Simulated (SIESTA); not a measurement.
Crystal: SnO.

```
Sn O
1.0
     3.81370    0.00000    0.00000
     0.00000    3.81370    0.00000
     0.00000    0.00000    4.88691
Sn O
2 2
Direct
  0.50000 0.00000 0.76463
  0.00000 0.50000 0.23537
  0.00000 0.00000 0.00000
  0.50000 0.50000 0.00000
```

The cell is a database's computed one.

```yaml
Program: SIESTA 5.4.2
Task: single point
Functional: PBE
Potentials_or_basis: PseudoDojo 0.4 standard (PBE files)
Basis: DZP (energy shift 0.003 Ry; two zetas on semicore shells)
Grid_cutoff: 800 Ry
Energy_shift: 0.003 Ry
k_mesh: 7 × 7 × 6
Occupations: fermi-dirac, width 0.05 eV
Spin: no spin polarisation
```

On this cell: pressure 6.7 GPa; largest force 0.946 eV/Å; band gap on the k mesh 0.37 eV, indirect (least direct gap 1.96 eV).

The same run follows on a disturbed copy (atoms moved at random, drawn with an rms of 0.05 Å):

```
Sn O
1.0
     3.81370    0.00000    0.00000
     0.00000    3.81370    0.00000
     0.00000    0.00000    4.88691
Sn O
2 2
Cartesian
  1.9419 -0.0165 3.7618
  0.0122 1.9097 1.0991
  0.0261 0.0131 -0.0093
  1.8823 1.8902 -0.0079
```

Problem. What changes?

Solution. The energy moves by +29.1 meV/atom; pressure 9.5 GPa; largest force 1.817 eV/Å; band gap on the k mesh 0.60 eV, indirect (least direct gap 1.85 eV).

Forces in eV/Å, atoms in the order of the input:
```
Sn  -0.118  0.046 -1.709
Sn  -0.169  0.017  1.809
O   -0.173 -0.199 -0.031
O    0.459  0.136 -0.068
```

Stress tensor (GPa, compression positive):
```
 9.96  0.04 -0.33
 0.04  9.80  0.07
-0.33  0.07  8.76
```

Caveats: spin-orbit coupling is left out, which moves the levels of the heavy elements; an odd mesh through Γ misses points on the zone boundary, where band edges often lie; the basis of atomic orbitals isn't converged, which shifts pressures, moduli and gaps.
